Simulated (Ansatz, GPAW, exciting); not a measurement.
# Te: 3 runs at one level of theory

```xyz
3
Lattice="4.4540 0.0000 0.0000 -2.2270 3.8573 0.0000 0.0000 0.0000 5.9240" Properties=species:S:1:pos:R:3 pbc="T T T"
Te    1.6279    2.8197    0.0000
Te   -0.5991    1.0376    3.9493
Te    1.1981    0.0000    1.9747
```

Alike in all runs: task single point; functional PBE; k mesh 7 × 7 × 5; occupations gaussian, width 0.011 eV; no spin polarisation; no spin-orbit coupling. Pressure is positive in compression and, in plane waves, holds the error of the finite cutoff, which Ansatz's Pulay term estimates and takes out.

```json
{"program and potentials": "Ansatz, Ansatz PAW", "plane-wave cutoff (eV)": "420", "notes": "16 valence electrons an atom on average; Pulay term of +0.03 GPa included", "pressure (GPa)": "1.45", "largest force (eV/Å)": "0.148"}
{"program and potentials": "GPAW, GPAW PAW data sets (gpaw-data 1.2.1)", "plane-wave cutoff (eV)": "600", "notes": "6 valence electrons an atom on average", "pressure (GPa)": "1.08", "largest force (eV/Å)": "0.111"}
{"program and potentials": "exciting, all-electron LAPW+lo, shipped species files, valence relativity iora*", "plane-wave cutoff (eV)": "-", "notes": "-", "pressure (GPa)": "-", "largest force (eV/Å)": "0.160"}
```

Force on atom 1 (Te), eV/Å:

```
                                                         program and potentials       x       y      z
                                                             Ansatz, Ansatz PAW  -0.074  -0.128  0.000
                                     GPAW, GPAW PAW data sets (gpaw-data 1.2.1)  -0.055  -0.096  0.000
exciting, all-electron LAPW+lo, shipped species files, valence relativity iora*  -0.080  -0.139  0.000
```

The pressure spans 1.08 (GPAW, GPAW PAW data sets (gpaw-data 1.2.1)) to 1.45 GPa (Ansatz, Ansatz PAW).

Differences between rows come from potentials, basis sets and numerical settings, since the functional is the same but for its coding. Runs on potential files found faulty are left out.
